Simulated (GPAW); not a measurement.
# AlNi (Pm-3m) in GPAW: settings compared, part 2 of 2

GPAW 26.7.0. Earlier steps stand in the parts before.

### 3 Relaxation of cell and atoms, PBEsol+D3(BJ), collinear spin, ferromagnetic start

run.py reads:

```python
from ase import Atoms
from ase.calculators.mixing import SumCalculator
from ase.filters import FrechetCellFilter
from ase.io import write
from ase.optimize import BFGS
from dftd3.ase import DFTD3
from gpaw import GPAW, PW, setup_paths

setup_paths.insert(0, '.')

atoms = Atoms(['Ni', 'Al'],
              cell=[[2.881, 0.0, 0.0],
                    [0.0, 2.881, 0.0],
                    [0.0, 0.0, 2.881]],
              scaled_positions=[[0.5, 0.5, 0.5],
                                [0.0, 0.0, 0.0]],
              pbc=True)
atoms.set_initial_magnetic_moments([1.0, 0.0])

calc = GPAW(mode=PW(600),
            xc='PBEsol',
            kpts={'size': (9, 9, 9), 'gamma': True},
            occupations={'name': 'fermi-dirac', 'width': 0.05},
            nbands=20,
            convergence={'density': 1e-05, 'forces': 0.0001},
            maxiter=150,
            txt='gpaw.txt')
atoms.calc = SumCalculator([calc, DFTD3(method='pbesol', damping='d3bj')])
opt = BFGS(FrechetCellFilter(atoms), trajectory='relax.traj', logfile='-')
done = opt.run(fmax=0.02, steps=60)
calc.write('gs.gpw')
write('result.traj', atoms)
print('Converged:', done)
print('Cell:', atoms.cell.cellpar().round(4))
print('Volume:', round(atoms.get_volume(), 4))
print(atoms.get_scaled_positions().round(5))
```

Potentials or basis: PAW data sets generated in the run's folder for this functional, pw.

Command:

```sh
gpaw-setup -f PBEsol Al Ni
OMP_NUM_THREADS=1 python run.py
```

gpaw.txt:

```text
__  _  _
 | _ |_)|_||  |
 |__||  | ||/\| - 26.7.0

Input parameters:
  mode=PW(ecut=600.0),
  convergence={'density': 1e-05, 'forces': 0.0001},
  kpts=MonkhorstPack(size=(9, 9, 9), gamma=True),
  maxiter=150,
  nbands=20,
  occupations=Occupations(name='fermi-dirac', width=0.05),
  xc=XC(name='PBEsol')

Diagonalizing LCAO Hamiltonian
Converting LCAO to pw mode
   .------.
  /|      |
 * |      |
 | | Ni   |
 | .------.
 |/      /
 Al-----*

Atoms  # Å, Bohr magnetons
|   | symbol |        x |        y |        z |    initial magnetic moments |
|---|--------|----------|----------|----------|-----------------------------|
| 0 |     Ni | 1.440500 | 1.440500 | 1.440500 | ( 0.0000,  0.0000,  1.0000) |
| 1 |     Al | 0.000000 | 0.000000 | 0.000000 | ( 0.0000,  0.0000,  0.0000) |

Unit cell  # Å
| periodic |        x |        y |        z |  lengths |    angles |
|----------|----------|----------|----------|----------|-----------|
[... 850 lines left out ...]
| 1 |     Al | -0.000000 | -0.000000 | -0.000000 | ( 0.0000,  0.0000,  0.0000) |

Unit cell  # Å
| periodic |         x |         y |         z |  lengths |    angles |
|----------|-----------|-----------|-----------|----------|-----------|
|      yes |  2.838144 | -0.000000 | -0.000000 | 2.838144 | 90.000000 |
|      yes |  0.000000 |  2.838144 | -0.000000 | 2.838144 | 90.000000 |
|      yes | -0.000000 | -0.000000 |  2.838144 | 2.838144 | 90.000000 |

Number of symmetries: 48
Symmetry operations  # r_c * U_cc + t_c -> r_c
|    | kind |            matrix            |
|----|------|------------------------------|
|  0 |  E   |  1, 0, 0,  0, 1, 0,  0, 0, 1 |
|  1 |  σ   |  1, 0, 0,  0, 1, 0,  0, 0,-1 |
|  2 |  σ   |  1, 0, 0,  0, 0, 1,  0, 1, 0 |
|  3 |  C4  |  1, 0, 0,  0, 0, 1,  0,-1, 0 |
|  4 |  C4  |  1, 0, 0,  0, 0,-1,  0, 1, 0 |
|  5 |  σ   |  1, 0, 0,  0, 0,-1,  0,-1, 0 |
|  6 |  σ   |  1, 0, 0,  0,-1, 0,  0, 0, 1 |
|  7 |  C2  |  1, 0, 0,  0,-1, 0,  0, 0,-1 |
|  8 |  σ   |  0, 1, 0,  1, 0, 0,  0, 0, 1 |
[... 235 lines left out ...]
No gap
No difference between direct/indirect transitions

Stress tensor  # eV/Ang^3
|         x |         y |         z |
|-----------|-----------|-----------|
| -0.037140 | -0.000000 |  0.000000 |
| -0.000000 | -0.037140 | -0.000000 |
|  0.000000 | -0.000000 | -0.037140 |

Forces  # eV/Ang
|        x |       y |        z |
|----------|---------|----------|
| -0.00000 | 0.00000 | -0.00000 |  # Ni   0
| -0.00000 | 0.00000 | -0.00000 |  # Al   1

# Writing to gs.gpw (mode='')
```

stdout:

```text
Step          Energy          fmax
BFGS:    0      -14.190412        0.573200
BFGS:    1      -14.202666        0.423206
BFGS:    2      -14.216687        0.025601
BFGS:    3      -14.216739        0.001030
Converged: True
Cell: [ 2.8381  2.8381  2.8381 90.     90.     90.    ]
Volume: 22.8614
[[0.5 0.5 0.5]
 [0.  0.  0. ]]
```

Wall time 1.8 min (1 thread of Arm Neoverse V1, shared host); peak memory 0.23 GiB.

What came out:

| Quantity | Value |
| --- | --- |
| Free energy | -14.2198 eV |
| Relaxed volume | 11.43 Å³/atom |
| Relaxed cell | a = 2.838 Å, b = 2.838 Å, c = 2.838 Å, α = 90.00°, β = 90.00°, γ = 90.00° |
| Space group after relaxing (to 0.05 Å) | Pm-3m (No. 221) |
| Energy gained by relaxing | 13.2 meV/atom |
| Ionic steps | 4 |
| Pressure after relaxing | 0.0 GPa |
| Band gap on the k mesh | none (metal or under the smearing width) |
| Net moment | 0.00 μB per cell |
| Dispersion energy per atom | -0.426 eV |

The path:
```csv
step,energy change (eV),largest force (eV/Å),pressure (GPa),volume (Å³)
1,0.0000,0.0000,-7.68,23.91
2,-0.0123,0.0000,-5.74,23.62
3,-0.0263,0.0000,0.36,22.82
4,-0.0263,0.0000,-0.01,22.86
```

Final structure:
```
CELL_PARAMETERS angstrom
2.83814 0.00000 0.00000
0.00000 2.83814 0.00000
0.00000 0.00000 2.83814
ATOMIC_POSITIONS crystal
Ni 0.50000 0.50000 0.50000
Al 0.00000 0.00000 0.00000
```

Caveat: each step starts from the last one's moments, so a moment once lost doesn't come back; the stock nickel data set gives pressures a few GPa off other programs; later steps reuse the first step's grids; pairwise dispersion overbinds metals, which lowers pressure and volume.

### 4 Relaxation of cell and atoms, PBEsol+D3(BJ)+ATM, collinear spin, ferromagnetic start

run.py: that of step 3 with these lines changed.

```diff
@@ -27,3 +27,3 @@
             txt='gpaw.txt')
-atoms.calc = SumCalculator([calc, DFTD3(method='pbesol', damping='d3bj')])
+atoms.calc = SumCalculator([calc, DFTD3(damping='d3bj', params_tweaks=dict(method='pbesol', atm=True))])
 opt = BFGS(FrechetCellFilter(atoms), trajectory='relax.traj', logfile='-')
```

Command:

```sh
gpaw-setup -f PBEsol Al Ni
OMP_NUM_THREADS=1 python run.py
```

Run time: 88 s. Hardware: 1 thread of Arm Neoverse V1, shared host; peak memory 0.21 GiB.

Results (log left out):

```yaml
Free_energy: -14.1300 eV
Relaxed_volume: 11.49 Å³/atom
Relaxed_cell: a = 2.843 Å, b = 2.843 Å, c = 2.843 Å, α = 90.00°, β = 90.00°, γ = 90.00°
Space_group_after_relaxing_to_0.05_Å: Pm-3m (No. 221)
Energy_gained_by_relaxing: 9.6 meV/atom
Ionic_steps: 3
Pressure_after_relaxing: 0.3 GPa
Band_gap_on_the_k_mesh: none (metal or under the smearing width)
Net_moment: 0.00 μB per cell
Dispersion_energy_per_atom: -0.379 eV
```

Step by step:
| step | energy change (eV) | largest force (eV/Å) | pressure (GPa) | volume (Å³) |
| --- | --- | --- | --- | --- |
| 1 | 0.0000 | 0.0000 | -6.59 | 23.91 |
| 2 | -0.0090 | 0.0000 | -4.90 | 23.66 |
| 3 | -0.0192 | 0.0000 | 0.26 | 22.98 |

Final structure:
```
CELL_PARAMETERS angstrom
2.84302 0.00000 0.00000
0.00000 2.84302 0.00000
0.00000 0.00000 2.84302
ATOMIC_POSITIONS crystal
Ni 0.50000 0.50000 0.50000
Al 0.00000 0.00000 0.00000
```

Levels at points of the mesh, in eV from the Fermi level:
Spin up:
| k point | band 7 | band 8 | band 9 | band 10 | band 11 | band 12 |
| --- | --- | --- | --- | --- | --- | --- |
| (0.00, 0.00, 0.00) | -1.64 | -1.64 | -1.64 | 5.59 | 5.59 | 5.59 |
Spin down:
```csv
k point,band 6,band 7,band 8,band 9,band 10,band 11,band 12,band 13
"(0.00, 0.00, 0.00)",-3.51,-1.64,-1.64,-1.64,5.59,5.59,5.59,8.31
```

Caveat: each step starts from the last one's moments, so a moment once lost doesn't come back; the stock nickel data set gives pressures a few GPa off other programs; later steps reuse the first step's grids; pairwise dispersion overbinds metals, which lowers pressure and volume.

### 5 Overview

| level | gap on the mesh (eV) | pressure (GPa) | moment (μB) | relaxed volume (Å³/atom) |
| --- | --- | --- | --- | --- |
| PBEsol+D3 | none | 0.3 | 0.00 | 11.47 |
| PBEsol+D3(BJ) | none | 0.0 | 0.00 | 11.43 |
| PBEsol+D3(BJ)+ATM | none | 0.3 | 0.00 | 11.49 |

Alike in all rows: task relaxation of cell and atoms; potentials or basis PAW data sets generated in the run's folder for this functional, pw; spin collinear, ferromagnetic start; cell relaxed; k mesh 9 × 9 × 9; cutoff (eV) 600; smearing fermi-dirac 0.05 eV.

Caveats: each step starts from the last one's moments, so a moment once lost doesn't come back; the stock nickel data set gives pressures a few GPa off other programs; later steps reuse the first step's grids; pairwise dispersion overbinds metals, which lowers pressure and volume.

Total energies depend on the potentials used, so only differences within one code and one set of settings carry meaning.
